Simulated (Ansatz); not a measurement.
Pb:

```
Pb
1.0
    -1.97966    1.97966    1.97966
     1.97966   -1.97966    1.97966
     1.97966    1.97966   -1.97966
Pb
1
Direct
  0.00000 0.00000 0.00000
```

This isn't the form of Pb at room conditions, which is fcc.

* Program: Ansatz 0.2.0
* Task: relaxation of cell and atoms
* Functional: PBEsol
* Dispersion: D4
* Potentials or basis: Ansatz PAW
* Cutoff: 420 eV (not typed: the program's choice for these potentials)
* k mesh: 9 × 9 × 9
* Occupations: fermi-dirac, width 0.05 eV
* Spin: no spin polarisation

At the start: volume 31.03 Å³/atom.

Q: Where does the relaxation end?

A: It ends after 3 steps and the volume is 28.83 Å³/atom (-7.1 %); space group Im-3m (No. 229, to 0.05 Å).

Step by step:
```
step  energy change (eV)  largest force (eV/Å)  volume (Å³)
   1              0.0000                0.0000        31.03
   2             -0.0242                0.0000        28.83
   3             -0.0240                0.0000        28.83
```

Final structure:
```xyz
1
Lattice="-1.9316 1.9316 1.9316 1.9316 -1.9316 1.9316 1.9316 1.9316 -1.9316" Properties=species:S:1:pos:R:3 pbc="T T T"
Pb    0.0000    0.0000    0.0000
```

Caveat: the plane-wave basis is chosen anew once the cell has moved, so the energies of steps on either side of that aren't comparable; pairwise dispersion overbinds metals, which lowers pressure and volume; the PAW data sets come from PBE, with cores solved anew for the run's functional, which leaves a small shift of forces and pressure.
